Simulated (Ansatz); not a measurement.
## Structural energy differences of iron

Method: Ansatz, DFT, PBEsol, plane waves (420 eV) with PAW, scalar-relativistic. The PAW files were generated under PBE, with cores re-solved for the functional.

Each structure is relaxed within its own symmetry, so a high-lying one may be dynamically unstable.

| structure | ΔE (meV/atom) | V (Å³/atom) | cell | magnetic state |
| --- | --- | --- | --- | --- |
| hcp | -28 | 9.83 | a = 2.430 Å, c = 3.843 Å (c/a = 1.581) | spin not included |
| bcc | 0 | 10.84 | a = 2.788 Å | ferromagnetic, net 2.10 μB per atom |
| dhcp | 32 | 9.88 | a = 2.419 Å, c = 7.798 Å (c/a = 3.224) | ferromagnetic, net 0.22 μB per atom |
| fcc | 32 | 10.16 | a = 2.395 Å, c = 3.542 Å (c/a = 1.479) | antiferromagnetic, largest moment 1.19 μB in the atomic sphere |
| A15 | 90 | 10.95 | a = 4.441 Å | ferromagnetic, net 2.05 μB per atom |
| omega (AlB2-type) | 160 | 10.03 | a = 3.809 Å, c = 2.393 Å (c/a = 0.628) | spin not included |
| simple cubic | 859 | 12.63 | a = 2.329 Å | ferromagnetic, net 2.30 μB per atom |
| diamond | 1294 | 13.87 | a = 4.805 Å | non-magnetic |

ΔE counts from bcc.

PBEsol puts hcp 28 meV/atom below bcc, the structure of the real element at low temperature or room conditions.

Differences under about 8 meV lie within the error of the k-point mesh.
